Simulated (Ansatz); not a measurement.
**Every step of a relaxation of Cr (beta tin type)**

DFT, PBE, PAW with Ansatz's default frozen-core files, scalar-relativistic (Ansatz 0.2.0); a Γ-centred 17×17×17 k mesh, Fermi–Dirac smearing of 0.1 eV, spin-polarised from start moments Cr1 2, Cr2 2 μB. The run relaxes cell and atoms at a target pressure of 0 GPa.

Command: `ansatz run input.yaml --threads 1 --pin off --max-ram 3072MiB --backend cpu --events-out ev --progress --plain --runs-dir out` It took 2.9 min on 1 thread of AMD EPYC 7R43 64-Core Processor (Zen 3), with other jobs on the host, peak memory 0.63 GiB.

```yaml
crystal:
  lattice:
    - [-2.2248901408, 2.2248901408, 1.2236895775]
    - [2.2248901408, -2.2248901408, 1.2236895775]
    - [2.2248901408, 2.2248901408, -1.2236895775]
  atoms:
    - { symbol: Cr, position: [-0.375, -0.125, -0.25], spin: 2.0 }
    - { symbol: Cr, position: [0.375, 0.125, 0.25], spin: 2.0 }
magnetization:
  spin_polarized: true
kpoints:
  mp_grid: { grid: [17, 17, 17] }
scf:
  occupations: { method: fermi_dirac, width: 0.1 }
hamiltonian:
  xc: pbe
  pseudopotentials: { kind: paw }
output:
  forces: true
  stress: true
relax:
  f_tol: 0.005
  max_steps: 40
  cell: {}
```

Each step lists its free energy a cell above the last geometry, the pressure, the cell vectors (Å), and Cartesian positions (Å) with forces (eV/Å).

The first step:

```
step 1  dF = 7.71 meV  P = 4.34 GPa
  cell -2.2249 2.2249 1.2237  2.2249 -2.2249 1.2237  2.2249 2.2249 -1.2237
  Cr 0.0000 -1.1124 -0.3059   0.0000 0.0000 0.0000
  Cr 0.0000 1.1124 0.3059   0.0000 0.0000 0.0000
```

Antiferromagnetic order, which Cr and Mn prefer near zero pressure, wasn't tried. The start moments died away, and the runs ended non-magnetic.

Problem. Where does the relaxation end, and by which steps?

Solution. After 5 geometries, with conventional a, b, c = 4.499, 4.499, 2.442 Å, at 12.359 Å³/atom (+2.01 % against the start) in space group I4_1/amd, with a shortest distance of 2.331 Å and a cell moment of 0.00 μB. The further steps:
```
step 2  dF = 1.42 meV  P = 1.30 GPa
  cell -2.2372 2.2372 1.2273  2.2372 -2.2372 1.2273  2.2372 2.2372 -1.2273
  Cr 0.0000 -1.1186 -0.3068   0.0000 0.0000 0.0000
  Cr 0.0000 1.1186 0.3068   0.0000 0.0000 0.0000
step 3  dF = 0.30 meV  P = -0.06 GPa
  cell -2.2453 2.2453 1.2263  2.2453 -2.2453 1.2263  2.2453 2.2453 -1.2263
  Cr 0.0000 -1.1227 -0.3066   0.0000 0.0000 0.0000
  Cr 0.0000 1.1227 0.3066   0.0000 0.0000 0.0000
step 4  dF = 0.08 meV  P = -0.02 GPa
  cell -2.2473 2.2473 1.2238  2.2473 -2.2473 1.2238  2.2473 2.2473 -1.2238
  Cr 0.0000 -1.1237 -0.3059   0.0000 0.0000 0.0000
  Cr 0.0000 1.1237 0.3059   0.0000 0.0000 0.0000
step 5  dF = 0.00 meV  P = 0.01 GPa
  cell -2.2495 2.2495 1.2212  2.2495 -2.2495 1.2212  2.2495 2.2495 -1.2212
  Cr 0.0000 -1.1247 -0.3053   0.0000 0.0000 0.0000
  Cr 0.0000 1.1247 0.3053   0.0000 0.0000 0.0000
step 6  dF = -0.28 meV  P = 0.02 GPa  (same geometry on a basis chosen anew; earlier energies don't compare to the last digit)
  cell -2.2495 2.2495 1.2212  2.2495 -2.2495 1.2212  2.2495 2.2495 -1.2212
  Cr 0.0000 -1.1247 -0.3053   0.0000 0.0000 0.0000
  Cr 0.0000 1.1247 0.3053   0.0000 0.0000 0.0000
```
